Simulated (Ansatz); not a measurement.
# PbF2 (fluorite): the cost of one run

Method: DFT PBEsol, scalar-relativistic, plane waves, PAW, in Ansatz 0.2.0.

**1. The structure to begin with**

The structure is cubic, space group Fm-3m (No. 225). Conventional cell: a = 6.057 Å, b = 6.057 Å, c = 6.057 Å, α = 90.00°, β = 90.00°, γ = 90.00°. Pb (site symmetry m-3m) has 8 F at 2.62 Å as nearest neighbours. F (site symmetry -43m) has 4 Pb at 2.62 Å as nearest neighbours.

Structure file:

```
Pb F
1.0
     0.00000    3.02825    3.02825
     3.02825    0.00000    3.02825
     3.02825    3.02825    0.00000
Pb F
1 2
Direct
  0.00000 0.00000 0.00000
  0.25000 0.25000 0.25000
  0.75000 0.75000 0.75000
```

**2. Volume × 1.06**

Contents of input.yaml:

```yaml
crystal:
  lattice:
    - [0.0, 3.0282500826, 3.0282500826]
    - [3.0282500826, 0.0, 3.0282500826]
    - [3.0282500826, 3.0282500826, 0.0]
  atoms:
    - { symbol: Pb, position: [0.0, 0.0, 0.0] }
    - { symbol: F, position: [0.25, 0.25, 0.25] }
    - { symbol: F, position: [0.75, 0.75, 0.75] }
scf:
  occupations: { method: fixed }
output:
  forces: true
  stress: true
  eigenvalues: true
  write_density: true
  write_potential: true
  elf: true
  volumetric_format: npy
hamiltonian:
  xc: pbesol
basis:
  ecutwfc: 520
kpoints:
  mp_grid: { grid: [8, 8, 8] }
```

Started as:

```bash
ansatz run input.yaml --threads 1 --pin off --max-ram 4096MiB --backend cpu --events-out ev --progress --plain --runs-dir out
```

What time and memory should one allow on 1 thread of Arm Neoverse V1, shared host?

About 3.4 s, with a peak of 0.33 GiB.
